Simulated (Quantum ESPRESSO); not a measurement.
Set up this calculation in Quantum ESPRESSO 7.5, as the native input.

```
Task                : projected density of states
Functional          : PBEsol
Potentials or basis : GBRV 1.5 PBEsol
Cutoff              : 762 eV
Density cutoff      : 6095 eV
k mesh              : 10 × 10 × 10
Occupations         : fermi-dirac, width 0.05 eV
Spin                : no spin polarisation
Hubbard terms       : Ta d U = 6 eV
Hubbard projectors  : ortho-atomic
Mixing beta         : 0.3
Most SCF iterations : 120
SCF threshold       : 4e-10 Ry
Dos occupations     : tetrahedra_opt
```

TaN:

```xyz
2
Lattice="0.0000 2.2113 2.2113 2.2113 0.0000 2.2113 2.2113 2.2113 0.0000" Properties=species:S:1:pos:R:3 pbc="T T T"
Ta    2.2113    2.2113    2.2113
N     0.0000    0.0000    0.0000
```

The cell comes from a database or a generator and needn't be the stable form of this composition.

These files were run (other wordings do the same):

pw.in

```
&CONTROL
  calculation = 'scf'
  prefix = 'pwscf'
  outdir = './tmp'
  pseudo_dir = './pseudo'
  tprnfor = .true.
  tstress = .true.
  disk_io = 'low'
/
&SYSTEM
  ibrav = 0
  nat = 2
  ntyp = 2
  ecutwfc = 56
  ecutrho = 448
  nbnd = 18
  occupations = 'smearing'
  smearing = 'fd'
  degauss = 0.00367493
/
&ELECTRONS
  conv_thr = 4d-10
  electron_maxstep = 120
  mixing_beta = 0.3
/
ATOMIC_SPECIES
Ta   180.9479 ta_pbesol_v1.uspp.F.UPF
N     14.0070 n_pbesol_v1.2.uspp.F.UPF
CELL_PARAMETERS bohr
   0.0000000000    4.1787948431    4.1787948431
   4.1787948431    0.0000000000    4.1787948431
   4.1787948431    4.1787948431    0.0000000000
ATOMIC_POSITIONS bohr
Ta     4.1787948431    4.1787948431    4.1787948431
N      0.0000000000    0.0000000000    0.0000000000
K_POINTS automatic
10 10 10 0 0 0
HUBBARD {ortho-atomic}
U Ta-5d 6.0
```

nscf.in

```
&CONTROL
  calculation = 'nscf'
  prefix = 'pwscf'
  outdir = './tmp'
  pseudo_dir = './pseudo'
  disk_io = 'low'
/
&SYSTEM
  ibrav = 0
  nat = 2
  ntyp = 2
  ecutwfc = 56
  ecutrho = 448
  nbnd = 18
  occupations = 'tetrahedra_opt'
/
&ELECTRONS
  conv_thr = 1d-08
  electron_maxstep = 120
  mixing_beta = 0.3
  startingwfc = 'random'
/
ATOMIC_SPECIES
Ta   180.9479 ta_pbesol_v1.uspp.F.UPF
N     14.0070 n_pbesol_v1.2.uspp.F.UPF
CELL_PARAMETERS bohr
   0.0000000000    4.1787948431    4.1787948431
   4.1787948431    0.0000000000    4.1787948431
   4.1787948431    4.1787948431    0.0000000000
ATOMIC_POSITIONS bohr
Ta     4.1787948431    4.1787948431    4.1787948431
N      0.0000000000    0.0000000000    0.0000000000
K_POINTS automatic
15 15 15 0 0 0
HUBBARD {ortho-atomic}
U Ta-5d 6.0
```

projwfc.in

```
&PROJWFC
  prefix = 'pwscf'
  outdir = './tmp'
  filpdos = 'p'
  Emin = 7
  Emax = 32
  DeltaE = 0.05
/
```

Potentials or basis: GBRV 1.5 PBEsol.

The run is started by

```console
$ OMP_NUM_THREADS=1 mpirun -n 2 pw.x -nk 2 -in pw.in > pw.out
$ OMP_NUM_THREADS=1 mpirun -n 2 pw.x -nk 2 -in nscf.in > nscf.out
$ OMP_NUM_THREADS=1 mpirun -n 1 projwfc.x -in projwfc.in > projwfc.out
```

Results of the run:

```
Pressure               : -4.9 GPa
Band gap on the k mesh : none (metal or under the smearing width)
Loewdin charges        : Ta +0.40; N -0.36 e
```

Caveat: U without spin polarisation on a metal has little footing.

Wall time 25 s on 2 MPI ranks on Arm Neoverse V2, with other jobs on the host, peak memory 0.28 GiB a rank.
